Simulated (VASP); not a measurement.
Wanted: the native input for a VASP 6.6.1 run.

| Quantity | Value |
| --- | --- |
| Task | single point |
| Functional | PBE |
| Potentials or basis | VASP PAW PBE potentials, release 64 (Na_pv) |
| Cutoff | 600 eV |
| k mesh | 8 × 8 × 1 |
| Occupations | fermi-dirac, width 0.05 eV |
| Spin | no spin polarisation |
| Dipole correction | yes |
| Further INCAR settings | ALGO = Fast; EDIFF = 1e-07; NBANDS = 18 |

The structure of Na lies in POSCAR:

```
Na
1.0
    3.7670009976      0.0000000000      0.0000000000
   -1.8835004988      3.2623185600      0.0000000000
    0.0000000000      0.0000000000     21.1540000000
Na
3
Direct
    0.3333333333      0.6666666666      0.3545428761
    0.6666666667      0.3333333334      0.5000000000
    0.3333333333      0.6666666666      0.6454571239
```

The slab is cut from a database's or a generator's crystal, which needn't be the stable form of the element.

The input as run:

INCAR

```
ALGO = Fast ; DIPOL = 0.5 0.5 0.500
EDIFF = 1E-7 ; ENCUT = 600
GGA = PE ; IDIPOL = 3
ISIF = 2 ; ISMEAR = -1
LASPH = True ; LCHARG = False
LDIPOL = True ; LREAL = False
LWAVE = False ; NBANDS = 18
NELM = 80 ; PREC = Accurate
SIGMA = 0.05
```

KPOINTS

```
k-points
0
Gamma
  8 8 1
```

Potentials or basis: VASP PAW PBE potentials, release 64 (Na_pv).

The run is started by

```bash
$ cat potpaw_PBE.64/Na_pv/POTCAR > POTCAR
$ mpirun -np 1 vasp_std > vasp.out
```

It gave:

The largest force is 0.040 eV/Å and the band gap on the k mesh is none (metal or under the smearing width).

Wall time 95 s on 1 thread of Intel(R) Xeon(R) Platinum 8259CL CPU @ 2.50GHz (Skylake/Cascade Lake), on a shared host, peak memory 0.39 GiB.
